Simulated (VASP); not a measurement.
TiSi2: relaxation of cell and atoms with PBE

Crystal: TiSi2.

```
Ti Si
1.0
     0.00000    4.11752    4.26290
     2.38951    0.00000    4.26290
     2.38951    4.11752    0.00000
Ti Si
2 4
Direct
  0.75000 0.75000 0.75000
  0.50000 0.50000 0.50000
  0.41257 0.08743 0.41257
  0.08743 0.41257 0.08743
  0.16257 0.83743 0.16257
  0.83743 0.16257 0.83743
```

The cell is a database's computed one.

```
Program                : VASP 6.6.1
Task                   : relaxation of cell and atoms
Functional             : PBE
Potentials or basis    : VASP PAW PBE potentials, release 64 (Ti_pv, Si)
Cutoff                 : 600 eV
k mesh                 : 7 × 7 × 7
Occupations            : fermi-dirac, width 0.05 eV
Spin                   : no spin polarisation
Further INCAR settings : ALGO = Fast; EDIFF = 1e-06; IBRION = 2; EDIFFG = -0.01; NSW = 40; ISIF = 3
```

```yaml
Relaxed_volume: 14.17 Å³/atom
Relaxed_cell: a = 5.952 Å, b = 4.917 Å, c = 4.773 Å, α = 75.77°, β = 53.21°, γ = 51.02°
Space_group_after_relaxing_to_0.05_Å: Fddd (No. 70)
Energy_gained_by_relaxing: 1.4 meV/atom
Ionic_steps: 3
Pressure_after_relaxing: 0.0 GPa
Largest_force_after_relaxing: 0.006 eV/Å
Band_gap_on_the_k_mesh: none (metal or under the smearing width)
```

Forces in eV/Å, atoms in the order of the input:
```
Ti   0.000  0.000  0.000
Ti   0.000  0.000  0.000
Si   0.000  0.006  0.000
Si   0.000 -0.006  0.000
Si   0.000  0.006  0.000
Si   0.000 -0.006  0.000
```

Stress tensor (GPa, compression positive):
```
 0.11  0.00  0.00
 0.00 -0.10  0.00
 0.00  0.00 -0.08
```

Step by step:
```csv
step,energy change (eV),largest force (eV/Å),pressure (GPa),volume (Å³)
1,0.0000,0.0198,2.09,83.88
2,-0.0005,0.0055,-1.94,86.11
3,-0.0086,0.0065,-0.02,85.00
```

Final structure:
```cif
data_structure
_symmetry_space_group_name_H-M 'P 1'
_symmetry_Int_Tables_number 1
_cell_length_a 5.9516
_cell_length_b 4.9171
_cell_length_c 4.7728
_cell_angle_alpha 75.773
_cell_angle_beta 53.210
_cell_angle_gamma 51.018
_cell_volume 85.00
loop_
_atom_site_label
_atom_site_type_symbol
_atom_site_fract_x
_atom_site_fract_y
_atom_site_fract_z
_atom_site_occupancy
Ti1 Ti 0.75000 0.75000 0.75000 1
Ti2 Ti 0.50000 0.50000 0.50000 1
Si1 Si 0.41262 0.08738 0.41262 1
Si2 Si 0.08738 0.41262 0.08738 1
Si3 Si 0.16262 0.83738 0.16262 1
Si4 Si 0.83738 0.16262 0.83738 1
```

Levels at points of the mesh, in eV from the Fermi level:
```
           k point  band 15  band 16  band 17  band 18  band 19  band 20  band 21  band 22
(0.00, 0.00, 0.00)    -2.26    -2.05    -1.77    -1.32    -0.90     2.02     3.07     3.25
```

It took 7.3 min on 1 thread of Intel(R) Xeon(R) Platinum 8375C CPU @ 2.90GHz (Ice Lake), on a shared host, peak memory 0.35 GiB.
